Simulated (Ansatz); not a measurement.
A run of Ansatz 0.2.0 is set up as follows.

File input.yaml:

```yaml
crystal:
  lattice:
    - [3.2879671587, 0.0, 0.0]
    - [-1.6439835793, 2.8474630862, 0.0]
    - [0.0, 0.0, 7.13044135]
  atoms:
    - { symbol: Zn, position: [0.0, 0.0, 0.25] }
    - { symbol: Zn, position: [0.0, 0.0, 0.75] }
    - { symbol: O, position: [0.6666666667, 0.3333333333, 0.75] }
    - { symbol: O, position: [0.3333333333, 0.6666666667, 0.25] }
hamiltonian:
  xc: lda
  pseudopotentials: { kind: paw }
kpoints:
  mp_grid: { grid: [9, 9, 4] }
scf:
  occupations: { method: gaussian, width: 0.05 }
output:
  forces: true
  stress: true
  eigenvalues: true
relax:
  f_tol: 0.01
  max_steps: 40
  cell: { stress_tol: 0.05 }
```

Potentials or basis: Ansatz PAW.

The run is started by

```bash
$ ansatz run input.yaml --threads 2 --pin off --max-ram 5632MiB --backend cpu --events-out ev --progress --plain --runs-dir out
```

**Question.** Estimate the band gap on the k mesh.

**Answer.** 0.70 eV, direct.

**Question.** Estimate the space group after relaxing (to 0.05 Å).

**Answer.** P6_3/mmc (No. 194).

The path:
| step | energy change (eV) | largest force (eV/Å) | volume (Å³) |
| --- | --- | --- | --- |
| 1 | 0.0000 | 0.0000 | 66.76 |
| 2 | -0.1458 | 0.0000 | 62.05 |
| 3 | -0.2207 | 0.0000 | 57.28 |
| 4 | -0.2481 | 0.0000 | 54.22 |
| 5 | -0.2595 | 0.0000 | 52.38 |
| 6 | -0.2570 | 0.0000 | 53.20 |
| 7 | -0.2386 | 0.0000 | 53.20 |
| 8 | -0.2459 | 0.0000 | 52.05 |
| 9 | -0.2454 | 0.0000 | 52.17 |
| 10 | -0.2412 | 0.0000 | 52.17 |
| 11 | -0.2423 | 0.0000 | 51.96 |
| 12 | -0.2412 | 0.0000 | 51.96 |

Caveat: the volume moved by over 15 % at a fixed basis, so the end points are rough; odd divisions of the mesh miss points on the zone boundary, where band edges often lie, so the gap on the mesh can be too wide; the plane-wave basis is chosen anew once the cell has moved, so the energies of steps on either side of that aren't comparable; the PAW data sets come from PBE, with cores solved anew for the run's functional, which leaves a small shift of forces and pressure. As with any semilocal functional, this LDA gap is likely too small.
